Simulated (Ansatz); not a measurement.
# 1T-SnSTe monolayer in a perpendicular field, part 4 of 4

Aim: how the 1T-SnSTe monolayer screens a field along its normal, and what the field does to its bands. A positive field points along +c.

Ansatz 0.2.0; plane-wave DFT, RPBE-D3(BJ), Ansatz PAW (the session's first sound run).

So far, equivalent conductor thickness p/(ε₀AE) (Å): step 9 (response, atoms held, RPBE D3(BJ)) 5.68; step 12 (LDA) 5.70; step 15 (PBE) 5.68; step 18 (r2SCAN) 5.61; step 22 (HSE06) 5.61.

### Step 23. A changed input

This step: plane-wave DFT, RPBE-D3(BJ), Ansatz PAW (Ansatz 0.2.0).

A run with a changed input: it repeats the earlier run at 0.05 V/Å with efield.dipole_correction from true to false.

File input.yaml:

```yaml
crystal:
  lattice:
    - [3.5813739929, 0.0, 0.0]
    - [-1.7906869964, 3.1015608583, 0.0]
    - [0.0, 0.0, 21.3807671281]
  atoms:
    - { symbol: Te, position: [0.6666666667, 0.3333333333, 0.4209390592] }
    - { symbol: Sn, position: [0.0, 0.0, 0.5106481334] }
    - { symbol: S, position: [0.3333333333, 0.6666666667, 0.5790609408] }
kpoints:
  mp_grid: { grid: [12, 12, 1] }
  band_path:
    path: [[0, 0, 0], [0.5, 0, 0], [0.33333333, 0.33333333, 0], [0, 0, 0]]
    npoints: 16
hamiltonian:
  xc: rpbe
  dispersion: d3bj
scf:
  occupations: { method: fermi_dirac, width: 0.05 }
  convergence: { dr2_threshold: 1.0e-10 }
efield:
  axis: 3
  dipole_correction: false
  ramp_position: 0.97
  ramp_width: 0.06
  amplitude: 0.05
output:
  write_potential: true
  write_density: true
  volumetric_format: npy
```

On the command line:

```
> ansatz run input.yaml --threads 2 --pin off --max-ram 3072MiB --backend cpu --events-out ev --progress --plain --runs-dir out
```

Numbers of over 12 decimals in the logs are rounded to 6 here.

What it wrote:

```text
[...]
Crystal: 3 atoms, lattice volume = 237.494 Å³
Basis set: ecut = 420 eV, 4553 PW (Γ)
Bands: 22, of which v1, the nominal top of the filled ones, is band 18 counted from 1 (17 counted from 0)
Symmetry: 6 space group operations
[...]
k-points: 19 of 144 (time reversal used)
[...]
SCF iter   1: F=—  HF=-13932.297698 eV  |F-HF|=—  |Δ(HF+E_count)|=         —  Δρ=2.55e-3  dr2=9.13e-2  ethr=1.77e-3  p=-0.088 e·Å  V_vac-E_F(+/−)=4.92/3.82 eV  ⟨swp⟩=10.6  Hψ=2723  notcnv=0
[...]
SCF iter  10: F=-13932.291046 eV  HF=-13932.291046 eV  |F-HF|=6.18e-11  |Δ(HF+E_count)|=  2.46e-10  Δρ=8.64e-8  dr2=1.61e-11  ethr=1.00e-12  p=-0.046 e·Å  V_vac-E_F(+/−)=4.94/3.90 eV  ⟨swp⟩=3.9  Hψ=1070  notcnv=0
SCF 1 converged in 10 iterations: F = -13932.291046 eV  dr2 = 1.61e-11
[...]
SCF converged after 10 iterations
Free energy (F): -13932.291046 eV
[...]
Internal energy: -13932.280955 eV  (E = F + TS)
E sigma→0 (E₀):  -13932.286000 eV
Entropy (-TS):   -0.010091 eV (-3.364 meV/atom)
Fermi energy:    0.147669 eV
Dipole field:    D = -0.035349 V/Å  (p = -0.046395 e·Å, saw-weighted)
Work function:   not extracted (applied field tilts the vacuum); planar V_es + V_field profile in the machine report
[...]
--- Band table (eV; the first three rows and the last of 19) ---
  k-point 0: bands = [... 14 lower, -1.8750, -1.8750, 0.7791, 0.7791, 1.1704, 3.2925, 4.1421, 4.2572]
  k-point 1: bands = [... 14 lower, -2.3908, -1.9976, -0.0390, 0.6190, 1.4943, 3.4580, 3.9155, 4.4274]
  k-point 2: bands = [... 14 lower, -2.8390, -2.3080, -1.4591, 0.2551, 1.7254, 3.1361, 4.1840, 4.7265]
  k-point 18: bands = [... 14 lower, -4.9521, -4.9161, -2.6408, -1.9763, 0.3646, 3.3140, 3.9285, 5.2277]
```

Run time: 24 s. Hardware: 2 threads of Arm Neoverse N1, shared host; peak memory 0.45 GiB; 41 s of CPU time.

```tsv
quantity	this run	earlier run	difference
dipole along the normal (e·Å)	-0.04639	-0.03407	-0.012
```

With the dipole correction off, the periodic images add a field of their own to the typed one.

It moves by -0.0123 e·Å.

These numbers are not those of the isolated slab.

### Step 24. A changed input

Another changed input: it repeats the earlier run at 0.05 V/Å with efield.dipole_correction from true to false.

input.yaml is that of step 23.

What it wrote:

```text
[...]
Crystal: 3 atoms, lattice volume = 237.494 Å³
Basis set: ecut = 420 eV, 4553 PW (Γ)
Bands: 22, of which v1, the nominal top of the filled ones, is band 18 counted from 1 (17 counted from 0)
Symmetry: 6 space group operations
[...]
k-points: 19 of 144 (time reversal used)
[...]
SCF iter   1: F=—  HF=-13932.297698 eV  |F-HF|=—  |Δ(HF+E_count)|=         —  Δρ=2.55e-3  dr2=9.13e-2  ethr=1.77e-3  p=-0.088 e·Å  V_vac-E_F(+/−)=4.92/3.82 eV  ⟨swp⟩=10.6  Hψ=2723  notcnv=0
[...]
SCF iter  10: F=-13932.291046 eV  HF=-13932.291046 eV  |F-HF|=6.18e-11  |Δ(HF+E_count)|=  2.46e-10  Δρ=8.64e-8  dr2=1.61e-11  ethr=1.00e-12  p=-0.046 e·Å  V_vac-E_F(+/−)=4.94/3.90 eV  ⟨swp⟩=3.9  Hψ=1070  notcnv=0
SCF 1 converged in 10 iterations: F = -13932.291046 eV  dr2 = 1.61e-11
[...]
SCF converged after 10 iterations
Free energy (F): -13932.291046 eV
[...]
Internal energy: -13932.280955 eV  (E = F + TS)
E sigma→0 (E₀):  -13932.286000 eV
Entropy (-TS):   -0.010091 eV (-3.364 meV/atom)
Fermi energy:    0.147669 eV
Dipole field:    D = -0.035349 V/Å  (p = -0.046395 e·Å, saw-weighted)
Work function:   not extracted (applied field tilts the vacuum); planar V_es + V_field profile in the machine report
[...]
--- Band table (eV; the first three rows and the last of 19) ---
  k-point 0: bands = [... 14 lower, -1.8750, -1.8750, 0.7791, 0.7791, 1.1704, 3.2925, 4.1421, 4.2572]
  k-point 1: bands = [... 14 lower, -2.3908, -1.9976, -0.0390, 0.6190, 1.4943, 3.4580, 3.9155, 4.4274]
  k-point 2: bands = [... 14 lower, -2.8390, -2.3080, -1.4591, 0.2551, 1.7254, 3.1361, 4.1840, 4.7265]
  k-point 18: bands = [... 14 lower, -4.9521, -4.9161, -2.6408, -1.9763, 0.3646, 3.3140, 3.9285, 5.2277]
```

Wall time 23 s (2 threads); peak memory 0.45 GiB; 41 s of CPU time.

```tsv
quantity	this run	earlier run	difference
dipole along the normal (e·Å)	-0.04639	-0.03407	-0.012
```

With the dipole correction off, the periodic images add a field of their own to the typed one.

It moves by -0.0123 e·Å.

These numbers are not those of the isolated slab.

### Step 25. What came out

```
gap without field                          : none
work function, upper face                  : 4.84 eV
step between the vacuum levels             : 0.839 eV
equivalent conductor thickness, atoms held : 5.68 Å
equivalent conductor thickness, LDA        : 5.70 Å
equivalent conductor thickness, PBE        : 5.68 Å
equivalent conductor thickness, r2SCAN     : 5.61 Å
equivalent conductor thickness, HSE06      : 5.61 Å
```

What this shows: The induced dipole equals that of a perfect conductor 5.68 Å thick, while the outer atoms lie 3.38 Å apart. The two faces differ: the vacuum level above lies 0.84 eV higher than the one below. Across the functionals the thickness runs from 5.61 to 5.70 Å; those runs use a coarser k-mesh, so they are to be compared with each other. There is no gap over 0.03 eV, with or without the field. Spin-orbit coupling is left out, which matters for the bands of elements this heavy. RPBE with D3(BJ) overbinds, and the relaxed cell is some per cent too small. With this functional, D3(BJ) tends to leave the relaxed cell short of measured lattice constants, by some per cent.

[Logs are printed without paths, hosts, clocks, repeated set-up lines and the standing remarks that a program may print on its own settings, such as how far it seeks lower states.]

[Hosts, paths, dates, database ids (printed as entryN), source tags and the programs' standing remarks are cut or masked in the printed files.]

[Maps of the electrostatic potential energy from Ansatz leave out the sawtooth potential of an applied field or a dipole correction, so their vacuum need not be flat; planar profiles and work functions include it.]
